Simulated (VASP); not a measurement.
# InAgTe2 (I-42d) in VASP: a series of runs, part 2 of 3

VASP 6.6.1.

### 3 Relaxation of cell and atoms, PBE+D3(BJ)

This run uses another cell than the first one, of 33.46 Å³/atom, 1.013 times its volume.

File INCAR:

```
SYSTEM = InAgTe2
PREC     = Accurate       ! precision mode
ENCUT    = 600            ! plane-wave cutoff, eV
EDIFF    = 1E-7           ! SCF threshold, eV
ISMEAR   = 0              ! smearing method
SIGMA    = 0.03           ! smearing width, eV
LREAL    = .False.        ! projectors in reciprocal space
LASPH    = .True.         ! aspherical terms in the spheres
NELM     = 80             ! most SCF steps
ALGO     = Normal         ! electronic algorithm
ISIF     = 3              ! what is computed and relaxed
LWAVE    = .False.        ! write WAVECAR
LCHARG   = .False.        ! write CHGCAR
GGA      = PE             ! functional
IVDW     = 12             ! dispersion correction
IBRION   = 2              ! ionic algorithm
NSW      = 90             ! ionic steps
EDIFFG   = -0.005         ! ionic threshold
KPAR     = 2
```

File KPOINTS:

```
regular mesh
0
Gamma
  8 8 8
  0 0 0
```

File POSCAR:

```
InAgTe2                                 
1.0
   -3.2372455462      3.2372455462      6.3854723594
    3.2372455462     -3.2372455462      6.3854723594
    3.2372455462      3.2372455462     -6.3854723594
  In              Ag              Te            
     2     2     4
Direct
     0.5000000000000000    0.5000000000000000    0.0000000000000000
     0.2500000000000000    0.7500000000000000    0.5000000000000000
     0.0000000000000000    0.0000000000000000    0.0000000000000000
     0.7500000000000000    0.2500000000000000    0.5000000000000000
     0.3750000000000000    0.3680771901274550    0.4930771901274550
     0.6319228098725449    0.1250000000000000    0.0069228098725450
     0.8750000000000000    0.8819228098725449    0.5069228098725449
     0.1180771901274550    0.6250000000000000    0.9930771901274551
```

Potentials or basis: VASP PAW PBE potentials, release 64 (In_d, Ag, Te).

Launch:

```bash
$ cat potpaw_PBE.64/In_d/POTCAR potpaw_PBE.64/Ag/POTCAR potpaw_PBE.64/Te/POTCAR > POTCAR
$ mpirun -np 2 vasp_std > vasp.out
```

OUTCAR:

```text
SYSTEM = InAgTe2
   PREC = Accurate
   ENCUT = 600
   EDIFF = 1E-7
   ISMEAR = 0
   LREAL = .False.
   LASPH = .True.
   NELM = 80
   ISIF = 3
   GGA = PE
   IVDW = 12
   IBRION = 2
   NSW = 90
   EDIFFG = -0.005
 IVDW          = 12

 ion  position               nearest neighbor table
   1  0.500  0.500  0.000-   7 2.82   6 2.82   5 2.82   8 2.82
   2  0.250  0.750  0.500-   6 2.82   7 2.82   8 2.82   5 2.82
   3  0.000  0.000  0.000-   5 2.76   6 2.76   7 2.76   8 2.76
   4  0.750  0.250  0.500-   6 2.76   7 2.76   8 2.76   5 2.76
   5  0.375  0.368  0.493-   3 2.76   4 2.76   1 2.82   2 2.82
   6  0.632  0.125  0.007-   3 2.76   4 2.76   1 2.82   2 2.82
   7  0.875  0.882  0.507-   3 2.76   4 2.76   2 2.82   1 2.82
   8  0.118  0.625  0.993-   4 2.76   3 2.76   2 2.82   1 2.82

  LATTYP: Found a body centered tetragonal cell.
 ALAT       =     6.4744910924
 C/A-ratio  =     1.9725017050

  Lattice vectors:

 A1 = (  -3.2372455462,   3.2372455462,   6.3854723594)
 A2 = (   3.2372455462,  -3.2372455462,   6.3854723594)
 A3 = (   3.2372455462,   3.2372455462,  -6.3854723594)

Analysis of symmetry for initial positions (statically):
=====================================================================
 Subroutine PRICEL returns:
 Original cell was already a primitive cell.

 Routine SETGRP: Setting up the symmetry group for a
 body centered tetragonal supercell.

 Subroutine GETGRP returns: Found  8 space group operations
 (whereof  4 operations were pure point group operations)
 out of a pool of 16 trial point group operations.

The static configuration has the point symmetry S_4 .
 The point group associated with its full space group is D_2d.

Analysis of symmetry for dynamics (positions and initial velocities):
=====================================================================
 Subroutine PRICEL returns:
 Original cell was already a primitive cell.

 Routine SETGRP: Setting up the symmetry group for a
 body centered tetragonal supercell.

 Subroutine GETGRP returns: Found  8 space group operations
 (whereof  4 operations were pure point group operations)
 out of a pool of 16 trial point group operations.

The dynamic configuration has the point symmetry S_4 .
 The point group associated with its full space group is D_2d.

[... 117 lines left out ...]
   ISYM   =      2    0-nonsym 1-usesym 2-fastsym
   POTIM  = 0.5000    time-step for ionic-motion
   TEBEG  =    0.0;   TEEND  =   0.0 temperature during run
   PSTRESS=    0.0 pullay stress
   NELECT =      72.0000    total number of electrons
   NUPDOWN=      -1.0000    fix difference up-down
   EMIN   =  10.00;   EMAX   =-10.00  energy-range for DOS
   EFERMI =   0.00;   METHOD = LEGACY
   ISMEAR =     0;   SIGMA  =   0.03  broadening in eV -4-tet -1-fermi 0-gaus
   EFERMI_NEDOS =   21; number of points for ismear=-14 and -15
   IALGO  =     38    algorithm
   IMIX   =      4    mixing-type and parameters
     AMIX     =   0.40;   BMIX     =  1.00
     AMIX_MAG =   1.60;   BMIX_MAG =  1.00
  volume/ion in A,a.u.               =      33.46       225.79
  Fermi-wavevector in a.u.,A,eV,Ry     =   1.056779  1.997023 15.194743  1.116782
  Thomas-Fermi vector in A             =   2.192028
   LORBIT       =      0    0 simple, 1 ext, 2 COOP (PROOUT), +10 PAW based schemes
   GGA     = PE    functional components
   LHFCALC =     F    Hartree Fock is set to
   AEXX    =    0.0000 exact exchange contribution
   IVDW    =    12    specifies the selected vdW correction
   LEPSILON=     F    determine dielectric tensor
   LRPA    =     F    only Hartree local field effects (RPA)
 conjugate gradient relaxation of ions
 non-spin polarized calculation
 Gauss-broadening in eV      SIGMA  =   0.03
  energy-cutoff  :      600.00
  volume of cell :      267.67
 maximum number of plane-waves:      8966
   NGX = 31   NGY = 31   NGZ = 31

--------------------------------------- Ionic step        1  -------------------------------------------

 number of electron      71.9999993 magnetization

 Free energy of the ion-electron system (eV)
  ---------------------------------------------------
  ext. energy  EPLUGINS =         0.00000000
  ---------------------------------------------------
  free energy    TOTEN  =       -25.39163271 eV

  energy without entropy =      -25.39163254  energy(sigma->0) =      -25.39163262

------------------------ aborting loop because EDIFF is reached ----------------------------------------

 Edisp (eV)   -2.79608

 E8    (eV) :    -1.2931
[... 267 lines left out ...]
--------------------------------------- Ionic step        7  -------------------------------------------

 number of electron      71.9999995 magnetization

 Free energy of the ion-electron system (eV)
  ---------------------------------------------------
  ext. energy  EPLUGINS =         0.00000000
  ---------------------------------------------------
  free energy    TOTEN  =       -25.38884583 eV

  energy without entropy =      -25.38884568  energy(sigma->0) =      -25.38884576

 E-fermi :   4.5909     XC(G=0):  -8.6904

 val. band max:        4.5171183140   @ k =   0.0000   0.0000   0.0000
 cond. band min:       4.6646448174   @ k =   0.0000   0.0000   0.0000
 fundamental gap:      0.1475265034
 Fermi energy:         4.5908817305

 k-point     1 :       0.0000    0.0000    0.0000
  band No.  band energies     occupation
      1     -10.2979      2.00000
      2     -10.2931      2.00000
      3     -10.2931      2.00000
      4     -10.2301      2.00000
      5     -10.2153      2.00000
      6     -10.2153      2.00000
[... 1093 lines left out ...]
     42       8.4059      0.00000
     43       8.5192      0.00000

 [... further k-points ...]

------------------------ aborting loop because EDIFF is reached ----------------------------------------

 Edisp (eV)   -2.79901

 E8    (eV) :    -1.2945
[... 31 lines left out ...]
  FREE ENERGIE OF THE ION-ELECTRON SYSTEM (eV)
  ---------------------------------------------------
  free  energy   TOTEN  =       -28.1878555248 eV

  energy  without entropy=      -28.1878553682  energy(sigma->0) =      -28.18785545

 reached required accuracy - stopping structural energy minimisation
```

OSZICAR:

```text
N       E                     dE             d eps       ncg     rms          rms(c)
DAV:   1     0.632558495339E+03    0.63256E+03   -0.33007E+04  5082   0.179E+03
[... 63 lines left out ...]
DAV:   1    -0.253890995584E+02   -0.94958E-03   -0.19680E-02  5882   0.768E-01    0.115E-01
DAV:   2    -0.253889419380E+02    0.15762E-03   -0.51137E-04  6709   0.206E-01    0.612E-02
DAV:   3    -0.253888568319E+02    0.85106E-04   -0.73619E-05  6477   0.791E-02    0.230E-02
DAV:   4    -0.253888462876E+02    0.10544E-04   -0.20733E-05  7219   0.348E-02    0.115E-02
DAV:   5    -0.253888460227E+02    0.26489E-06   -0.29801E-06  6162   0.150E-02    0.473E-03
DAV:   6    -0.253888458156E+02    0.20706E-06   -0.28345E-07  4107   0.449E-03    0.170E-03
DAV:   7    -0.253888458335E+02   -0.17908E-07   -0.86948E-08  2849   0.279E-03
   7 F= -.28187856E+02 E0= -.28187855E+02  d E =-.687538E-04
```

CONTCAR:

```text
InAgTe2
   1.00000000000000
    -3.2335255437640318    3.2335255437640318    6.3943583684039771
     3.2335255437640318   -3.2335255437640318    6.3943583684039771
     3.2335255437640318    3.2335255437640318   -6.3943583684039771
  In              Ag              Te
     2     2     4
Direct
     0.5000000000000000    0.5000000000000000    0.0000000000000000
     0.2500000000000000    0.7500000000000000    0.5000000000000000
     0.0000000000000000    0.0000000000000000    0.0000000000000000
     0.7500000000000000    0.2500000000000000    0.5000000000000000
     0.3750000000000000    0.3677142989791822    0.4927142989791822
     0.6322857010208178    0.1250000000000000    0.0072857010208178
     0.8750000000000000    0.8822857010208178    0.5072857010208178
     0.1177142989791822    0.6250000000000000    0.9927142989791822

  0.00000000E+00  0.00000000E+00  0.00000000E+00
  0.00000000E+00  0.00000000E+00  0.00000000E+00
  0.00000000E+00  0.00000000E+00  0.00000000E+00
  0.00000000E+00  0.00000000E+00  0.00000000E+00
  0.00000000E+00  0.00000000E+00  0.00000000E+00
  0.00000000E+00  0.00000000E+00  0.00000000E+00
  0.00000000E+00  0.00000000E+00  0.00000000E+00
  0.00000000E+00  0.00000000E+00  0.00000000E+00
```

Run time: 20 min. Hardware: 2 MPI ranks of Intel Xeon 6975P-C (Granite Rapids), shared host; peak memory 1.1 GiB.

What came out:

- Free energy: -28.1879 eV
- Relaxed volume: 33.43 Å³/atom
- Relaxed cell: a = 7.861 Å, b = 7.861 Å, c = 7.861 Å, α = 131.42°, β = 131.42°, γ = 71.14°
- Space group after relaxing (to 0.05 Å): I-42d (No. 122)
- Energy gained by relaxing: 0.0 meV/atom
- Ionic steps: 7
- Pressure after relaxing: 0.0 GPa
- Largest force after relaxing: 0.004 eV/Å
- Band gap on the k mesh: 0.15 eV, direct
- Dispersion energy per atom: -0.350 eV

Forces in eV/Å, atoms in the order of the input:
```
In   0.000  0.000  0.000
In   0.000  0.000  0.000
Ag   0.000  0.000  0.000
Ag   0.000  0.000  0.000
Te   0.004  0.000  0.000
Te   0.000 -0.004  0.000
Te  -0.004  0.000  0.000
Te   0.000  0.004  0.000
```

The path:
```tsv
step	energy change (eV)	largest force (eV/Å)	pressure (GPa)	volume (Å³)
1	0.0000	0.0087	-0.03	267.67
2	-0.0001	0.0074	0.01	267.42
3	-0.0001	0.0072	0.01	267.38
4	-0.0001	0.0068	0.03	267.30
5	-0.0001	0.0070	0.02	267.35
6	-0.0001	0.0033	0.01	267.37
7	-0.0001	0.0041	0.00	267.43
```

Final structure:
```
In Ag Te
1.0
    -3.23353    3.23353    6.39436
     3.23353   -3.23353    6.39436
     3.23353    3.23353   -6.39436
In Ag Te
2 2 4
Direct
  0.50000 0.50000 0.00000
  0.25000 0.75000 0.50000
  0.00000 0.00000 0.00000
  0.75000 0.25000 0.50000
  0.37500 0.36771 0.49271
  0.63229 0.12500 0.00729
  0.87500 0.88229 0.50729
  0.11771 0.62500 0.99271
```

Caveat: spin-orbit coupling is left out, which moves the levels of the heavy elements. Expect the measured gap to be larger: semilocal functionals such as PBE lack the derivative discontinuity.

(Part 2 of 3 ends here.)
